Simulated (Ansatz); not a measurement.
Crystal: Sb, bcc type, 1 atom in the cell.

Computed with Ansatz 0.2.0 development build, PBE, plane waves, PAW datasets (generated soft set 1).

Cutoff 420 eV; k-mesh 40×40×40 Γ-centred; Fermi–Dirac smearing of 0.0612 eV; no spin polarisation; no spin–orbit coupling.

The fit to the energies gives V₀ = 27.219 Å³/atom (a₀ = 3.790 Å), B₀ = 59.8 GPa, B₀′ = 4.58.

(1) What pressure does the program print at V = 26.081 Å³/atom, and how far above the lowest computed point (V = 27.168 Å³/atom) does the energy lie?

Results:

(1) 2.82 GPa and 9.59 meV/atom. All points:

```tsv
V (Å³/atom)	a (Å)	E − E(min) (meV/atom)	P (GPa)
26.081	3.7364	9.59	2.82
27.168	3.7876	0.00	0.11
27.712	3.8127	1.59	-1.03
28.255	3.8374	6.84	-2.05
28.798	3.8619	15.37	-2.96
```

The published all-electron PBE values for this crystal (mean of FLEUR and WIEN2k, k-spacing 0.06 Å⁻¹; Bosoni et al., Nat. Rev. Phys. 6, 45 (2024)) are V₀ = 27.226 Å³/atom, B₀ = 59.8 GPa, B₀′ = 4.60.

The stress includes the program's correction for the finite plane-wave basis.

This cubic structure is a model: it isn't the usual form of the substance at ambient conditions, and such phases are metastable or hypothetical.
